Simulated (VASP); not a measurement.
Write the native input for VASP 6.6.1 that does the following.

| Quantity | Value |
| --- | --- |
| Task | single point |
| Functional | LDA |
| Potentials or basis | VASP PAW LDA potentials, release 64 (Al, N) |
| Cutoff | 520 eV |
| k mesh | 9 × 9 × 6 |
| Occupations | gaussian, width 0.02 eV |
| Spin | no spin polarisation |
| Dipole correction | no |
| Further INCAR settings | ALGO = Normal; EDIFF = 1e-07; NBANDS = 16 |

The structure of AlN lies in POSCAR:

```
AlN
1.0
    3.2756789481      0.0000000000      0.0000000000
   -1.6378394740      2.8368211837      0.0000000000
    0.0000000000      0.0000000000      4.1006263753
Al N
2 2
Direct
    0.3333333333      0.6666666667      0.7500000000
    0.6666666667      0.3333333333      0.2500000000
    0.3333333333      0.6666666667      0.2500000000
    0.6666666667      0.3333333333      0.7500000000
```

Measurements of this composition are mostly on another form, of space group No. 186.

The input as run:

INCAR

```
ALGO = Normal ; EDIFF = 1E-7
ENCUT = 520 ; ISIF = 2
ISMEAR = 0 ; LASPH = T
LCHARG = F ; LREAL = F
LWAVE = F ; NBANDS = 16
NELM = 100 ; PREC = Accurate
SIGMA = 0.02
```

KPOINTS

```
k-points
0
Gamma
  9 9 6
```

Potentials or basis: VASP PAW LDA potentials, release 64 (Al, N).

The run is started by

```bash
$ cat potpaw_LDA.64/Al/POTCAR potpaw_LDA.64/N/POTCAR > POTCAR
$ mpirun -np 1 vasp_std > vasp.out
```

It gave:

* Pressure: 0.7 GPa
* Band gap on the k mesh: 3.63 eV, direct

Caveat: an odd mesh through Γ misses points on the zone boundary, where band edges often lie.

Wall time 9 s on 1 thread of Intel(R) Xeon(R) 6975P-C (Granite Rapids) (shared host), peak memory 0.14 GiB.
